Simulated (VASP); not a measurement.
A run of VASP 6.6.1:

Contents of INCAR:

```
SYSTEM = Tl
  PREC = Accurate
  ENCUT = 520
  EDIFF = 1E-7
  ISMEAR = 0
  SIGMA = 0.1
  LREAL = .False.
  LASPH = .True.
  NELM = 100
  ALGO = Fast
  ISIF = 2
  LWAVE = .False.
  LCHARG = .False.
  GGA = PE
  IVDW = 12
  NBANDS = 34
```

File KPOINTS:

```
Automatic mesh
0
Gamma
  15 15 4
  0 0 0
```

POSCAR

```
Tl
1.0
    3.4905298200      0.0000000000      0.0000000000
   -1.7452649100      3.0228874968      0.0000000000
    0.0000000000      0.0000000000     11.4623657939
Tl
4
Direct
    0.0000000000      0.0000000000      0.0000000000
    0.3333333333      0.6666666667      0.2500000000
    0.0000000000      0.0000000000      0.5000000000
    0.6666666667      0.3333333333      0.7500000000
```

Potentials or basis: VASP PAW PBE potentials, release 64 (Tl_d).

The run is started by

```sh
$ cat potpaw_PBE.64/Tl_d/POTCAR > POTCAR
$ mpirun -np 1 vasp_std > vasp.out
```

Hardware: 1 thread of Intel(R) Xeon(R) Platinum 8488C (Sapphire Rapids), on a shared host.

Problem. How long does it take, and how much memory?

Solution. It took 4.3 min on 1 thread of Intel(R) Xeon(R) Platinum 8488C (Sapphire Rapids), on a shared host, peak memory 0.41 GiB. Counts: scf iterations 13, k points 81.
